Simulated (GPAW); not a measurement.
Write an ASE script for GPAW 26.7.0 that does the following.

- Task: band structure
- Functional: PBE
- Potentials or basis: GPAW PAW data sets (gpaw-data 1.2.1)
- Basis: lcao:dzp
- Grid spacing: 0.18 Å
- k mesh: 8 × 8 × 8
- Occupations: fermi-dirac, width 0.05 eV
- Spin: no spin polarisation
- Maxiter: 150
- Band path: GXWKGLUWLK,UX
- Band points: 60

Si:

```xyz
2
Lattice="0.0000 2.7219 2.7219 2.7219 0.0000 2.7219 2.7219 2.7219 0.0000" Properties=species:S:1:pos:R:3 pbc="T T T"
Si    2.7219    2.7219    2.7219
Si    4.0828    4.0828    4.0828
```

These files were run (other wordings do the same):

run.py

```python
from ase import Atoms
from ase.dft.bandgap import bandgap
from ase.io import write
from gpaw import GPAW

atoms = Atoms(['Si', 'Si'],
              cell=[[0.0, 2.7218511865, 2.7218511865],
                    [2.7218511865, 0.0, 2.7218511865],
                    [2.7218511865, 2.7218511865, 0.0]],
              scaled_positions=[[0.5, 0.5, 0.5],
                                [0.75, 0.75, 0.75]],
              pbc=True)

calc = GPAW(mode='lcao',
            h=0.18,
            basis='dzp',
            xc='PBE',
            kpts={'size': (8, 8, 8), 'gamma': True},
            occupations={'name': 'fermi-dirac', 'width': 0.05},
            convergence={'density': 1e-05, 'energy': 1e-05},
            maxiter=150,
            txt='gpaw.txt')
atoms.calc = calc
energy = atoms.get_potential_energy()
forces = atoms.get_forces()
calc.write('gs.gpw')
write('result.traj', atoms)
print(f'Energy: {energy:.6f} eV')
print('Forces (eV/A):')
print(forces.round(4))
print('Fermi level:', round(calc.get_fermi_level(), 4), 'eV')
print(f'Gap: {bandgap(calc)[0]:.4f} eV, direct: {bandgap(calc, direct=True)[0]:.4f} eV')

path = atoms.cell.bandpath('GXWKGLUWLK,UX', npoints=60, eps=1e-4)
bs_calc = calc.fixed_density(kpts=path, symmetry='off', txt='bands.txt')
bs = bs_calc.band_structure()
bs.write('bs.json')
print(f'Gap on the path: {bandgap(bs_calc)[0]:.4f} eV')
```

Potentials or basis: GPAW PAW data sets (gpaw-data 1.2.1), lcao:dzp.

The run is started by

```bash
$ OMP_NUM_THREADS=1 python run.py
```

It gave:

```
Band gap on the k mesh  : 0.69 eV, indirect (least direct gap 2.64 eV)
Band gap along the path : 0.66 eV, indirect (least direct gap 2.64 eV)
```

Caveat: the real-space grid adds noise to forces; the basis of atomic orbitals isn't converged, which shifts pressures, moduli and gaps.

It took 42 s on 1 thread of Arm Neoverse V2 (shared host), peak memory 0.15 GiB.
